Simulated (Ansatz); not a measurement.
## Al2O3 — O-17 NMR of the central transition

Cell: a computed structure from the Materials Project (it need not be an observed phase), whose atoms a relaxation with PBE at fixed cell left in place.

```cif
data_Al2O3
_symmetry_space_group_name_H-M 'R-3c:H'
_symmetry_Int_Tables_number 167
_cell_length_a 4.8050
_cell_length_b 4.8050
_cell_length_c 13.1163
_cell_angle_alpha 90.000
_cell_angle_beta 90.000
_cell_angle_gamma 120.000
loop_
_atom_site_label
_atom_site_type_symbol
_atom_site_symmetry_multiplicity
_atom_site_Wyckoff_symbol
_atom_site_fract_x
_atom_site_fract_y
_atom_site_fract_z
Al Al 12 c 0.0000 0.0000 0.1479
O O 18 e 0.0272 0.6667 0.9167
```

One atom of each set is listed; the run and its k-mesh use a cell of 10 atoms with edges of 5.18, 5.18, 5.18 Å.

The numbers come from a DFT calculation in Ansatz (PBE, plane waves and PAW, scalar-relativistic, 420 eV cutoff, Γ-centred 8×8×8 k-points, Fermi–Dirac smearing 0.02 eV).

O-17 has I = 5/2 and Q = -25.58 mb (Pyykkö 2018); at 18.8 T its Larmor frequency is ν₀ = 108.6 MHz. Only the quadrupole interaction is simulated: positions count from each site's isotropic chemical shift, and J coupling is left out, as are shift anisotropy and dipolar coupling, which fast spinning averages.

Q: Simulate the second-order pattern (fast magic-angle spinning, Gaussian broadening 0.02 kHz) of site O (4 Al at 1.87–1.99 Å; also 2 Al at 3.25 Å).

A: The calculation gives C_Q = 2.47 MHz and η = 0.52, so ν_Q = 0.371 MHz and the centre of gravity lies at -3.39 ppm (-0.369 kHz).

offset (kHz), height and a bar:
```
  -0.9229          0 
  -0.8819          4 #
  -0.8410          8 ##
  -0.8000          9 ###
  -0.7590          9 ###
  -0.7181         13 ####
  -0.6771         27 ########
  -0.6362         30 #########
  -0.5952         34 ##########
  -0.5542         39 ############
  -0.5133         53 ################
  -0.4723        100 ##############################
  -0.4313         73 ######################
  -0.3904         67 ####################
  -0.3494         68 ####################
  -0.3085         79 ########################
  -0.2675         90 ###########################
  -0.2265         64 ###################
  -0.1856         54 ################
  -0.1446         48 ##############
  -0.1036         43 #############
  -0.0627         40 ############
  -0.0217         13 ####
   0.0192          0
```

The relaxation (2 steps) took 3.3 s of wall time (10 s of CPU time) and 0.54 GiB at its peak, on 4 threads of Intel Xeon 6975P-C (Granite Rapids) (x86_64; 16 cores open to the job, memory cap 8.0 GiB, no GPU), a shared host with a load of 0.6 a core.
